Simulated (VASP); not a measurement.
A run of VASP 6.6.1:

The input INCAR:

```
  PREC = Accurate
  ENCUT = 600
  EDIFF = 1E-7
  ISMEAR = 0
  SIGMA = 0.02
  LREAL = F
  LASPH = T
  NELM = 80
  ALGO = Normal
  ISIF = 3
  LWAVE = F
  LCHARG = F
  GGA = CA
  IBRION = 2
  NSW = 90
  EDIFFG = -0.005
```

The input KPOINTS:

```
Automatic mesh
0
Gamma
  6 6 8
```

Contents of POSCAR:

```
MgF2
1.0
    4.6151966100      0.0000000000      0.0000000000
    0.0000000000      4.6151966100      0.0000000000
    0.0000000000      0.0000000000      3.0477835100
Mg F
2 4
Direct
    0.5000000000      0.5000000000      0.5000000000
    0.0000000000      0.0000000000      0.0000000000
    0.6970798600      0.6970798600      0.0000000000
    0.8029201400      0.1970798600      0.5000000000
    0.3029201400      0.3029201400      0.0000000000
    0.1970798600      0.8029201400      0.5000000000
```

Potentials or basis: VASP PAW LDA potentials, release 64 (Mg, F).

Run with:

```sh
$ cat potpaw_LDA.64/Mg/POTCAR potpaw_LDA.64/F/POTCAR > POTCAR
$ mpirun -np 1 vasp_std > vasp.out
```

Hardware: 1 thread of Intel(R) Xeon(R) 6975P-C (Granite Rapids), on a shared host.

Task: How long does it take, and how much memory?

Result: Run time: 86 s on 1 thread of Intel(R) Xeon(R) 6975P-C (Granite Rapids), with other jobs on the host, peak memory 0.21 GiB. Counts: scf iterations 47, k points 50, ion steps 7.
